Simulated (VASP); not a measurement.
## A VASP 6.6.1 single-point calculation on AlN

INCAR

```
LWAVE = .FALSE.
NELM = 120
NSW = 0
NBANDS = 11
GGA = PE
PREC = Accurate
ISIF = 2
SIGMA = 0.02
LCHARG = .FALSE.
ISPIN = 2
EDIFF = 1E-7
IBRION = -1
MAGMOM = 3 3
ENCUT = 520
LASPH = .TRUE.
ISMEAR = -1
LREAL = .FALSE.
```

KPOINTS

```
KPOINTS created by Atomic Simulation Environment
0
Gamma
10 10 10
0 0 0
```

POSCAR

```
Al N
 1.0000000000000000
     0.0000000000000000    2.0188684521432165    2.0188684521432165
     2.0188684521432165    0.0000000000000000    2.0188684521432165
     2.0188684521432165    2.0188684521432165   -0.0000000000000000
 Al  N
   1   1
Cartesian
  0.0000000000000000 -0.0000000000000000 -0.0000000000000000
  2.0188684521432161  2.0188684521432161  2.0188684521432161
```

The recommended PBE PAW datasets give the neutral cell 8 valence electrons.

Command

```
mpirun -np 1 vasp_std
```

OSZICAR

```
N       E                     dE             d eps       ncg     rms          rms(c)
DAV:   1     0.189408365287E+02    0.18941E+02   -0.41485E+03  2092   0.655E+02
DAV:   2    -0.818029638896E+01   -0.27121E+02   -0.25529E+02  2517   0.141E+02
DAV:   3    -0.897833820704E+01   -0.79804E+00   -0.79663E+00  2510   0.226E+01
DAV:   4    -0.898161580878E+01   -0.32776E-02   -0.32774E-02  2349   0.156E+00
DAV:   5    -0.898164628766E+01   -0.30479E-04   -0.30479E-04  2419   0.143E-01    0.206E+01
DAV:   6    -0.134287483275E+02   -0.44471E+01   -0.82418E+00  2167   0.166E+01    0.814E+00
DAV:   7    -0.144624975369E+02   -0.10337E+01   -0.31239E-01  2185   0.470E+00    0.313E+00
DAV:   8    -0.145420033843E+02   -0.79506E-01   -0.18032E-02  2295   0.125E+00    0.133E+00
DAV:   9    -0.145394628891E+02    0.25405E-02   -0.64925E-03  2224   0.749E-01    0.900E-01
DAV:  10    -0.145383667535E+02    0.10961E-02   -0.47614E-04  2328   0.223E-01    0.162E-01
DAV:  11    -0.145383683710E+02   -0.16175E-05   -0.36184E-04  2263   0.120E-01    0.707E-02
DAV:  12    -0.145383876828E+02   -0.19312E-04   -0.27900E-05  2176   0.536E-02    0.238E-02
DAV:  13    -0.145383885477E+02   -0.86490E-06   -0.84322E-06  2314   0.212E-02    0.543E-03
DAV:  14    -0.145383883682E+02    0.17944E-06   -0.46675E-07  2343   0.533E-03    0.201E-03
DAV:  15    -0.145383882943E+02    0.73937E-07   -0.38569E-08  1211   0.188E-03
   1 F= -.14538388E+02 E0= -.14538388E+02  d E =-.704106E-11  mag=     0.0000
```

It converged. Results: pressure 6.1 GPa; magnetic moment of the cell 0.00 μB.

For comparison, a separate PBE run of the intended cell, on usual settings and not on those above, gives a gap of 4.65 eV on its mesh and a pressure of 6.1 GPa.

The run above took about 12 s on one core of a shared host (Intel Xeon Platinum 8488C) and held 0.14 GiB at most.
